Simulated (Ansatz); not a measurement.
**AlN in Ansatz: the effect of functional**

AlN:

```
Al N
1.0
     3.28989    0.00000    0.00000
    -1.64494    2.84912    0.00000
     0.00000    0.00000    4.15946
Al N
2 2
Direct
  0.66667 0.33333 0.25000
  0.33333 0.66667 0.75000
  0.66667 0.33333 0.75000
  0.33333 0.66667 0.25000
```

Measurements of this composition are mostly on another form, of space group No. 186.

The cell isn't the ideal one: volume scaled by 0.98.

Alike in all runs:

```yaml
Program: Ansatz 0.2.0
Task: single point
Potentials_or_basis: Ansatz PAW
k_mesh: 9 × 9 × 7
Occupations: fermi-dirac, width 0.05 eV
Spin: no spin polarisation
```

```csv
functional,cutoff,gap on the mesh (eV),pressure (GPa)
r2SCAN,500 eV (not typed: the program's choice for these potentials),3.98,-0.7
LDA,420 eV (not typed: the program's choice for these potentials),3.43,-4.7
PBEsol,420 eV (not typed: the program's choice for these potentials),?,?
```

Task: What does the run with functional PBEsol give?

Result: gap on the mesh 3.32 eV; pressure 0.8 GPa.

Caveats: odd divisions of the mesh miss points on the zone boundary, where band edges often lie, so the gap on the mesh can be too wide; the PAW data sets come from PBE, with cores solved anew for the run's functional, which leaves a small shift of forces and pressure.

A k mesh can miss the band edges.
